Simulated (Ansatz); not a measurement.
# N: one atom moved over a plane

Theory: Ansatz, DFT r2SCAN, scalar-relativistic, plane waves, PAW. Settings: plane waves to 500 eV, k-mesh 6×6×4 (Γ-centred), Gaussian smearing 0.05 eV. Collinear spins, started from moments 3.2, 3.2 μB in atom order; the magnetic state may not be the lowest. Energies are free energies at this smearing, counted from the undisturbed cell; pressure is positive in compression.

Reference structure (as given, not relaxed at this level; it stands at 0.3 GPa, and it needn't be the usual structure):

```
CELL_PARAMETERS angstrom
3.62900 0.00000 0.00000
-1.81450 3.14281 0.00000
0.00000 0.00000 5.89000
ATOMIC_POSITIONS crystal
N 0.33333 0.66667 0.25000
N 0.66667 0.33333 0.75000
```

Atom 1 (N) is moved by p along (0.707, 0.707, 0.000) and q along (0.000, 0.000, 1.000) (Å), all else fixed. Points are written (p, q).

Energy above the undisturbed cell in eV/cell (a dash: not computed):

| p \ q | -0.200 | -0.100 | 0.000 | 0.100 | 0.200 |
| --- | --- | --- | --- | --- | --- |
| -0.200 | 0.01 | 0.00 | 0.00 | 0.00 | 0.01 |
| -0.100 | 0.00 | 0.00 | 0.00 | 0.00 | 0.00 |
| 0.000 | 0.00 | 0.00 | 0.00 | 0.00 | 0.00 |
| 0.100 | 0.00 | 0.00 | 0.00 | 0.00 | 0.00 |
| 0.200 | 0.01 | 0.00 | 0.00 | 0.00 | 0.01 |

Pressure in GPa:

```csv
p \ q,-0.200,-0.100,0.000,0.100,0.200
-0.200,0.4,0.3,0.3,0.3,0.4
-0.100,0.4,0.3,0.3,0.3,0.4
0.000,0.4,0.3,0.3,0.3,0.4
0.100,0.4,0.3,0.3,0.3,0.4
0.200,0.4,0.3,0.3,0.3,0.4
```

Gap on the k-mesh in eV:

```csv
p \ q,-0.200,-0.100,0.000,0.100,0.200
-0.200,3.90,3.90,3.91,3.90,3.90
-0.100,3.91,3.92,3.92,3.92,3.91
0.000,3.92,3.92,3.92,3.92,3.92
0.100,3.92,3.92,3.92,3.92,3.92
0.200,3.90,3.91,3.91,3.91,3.90
```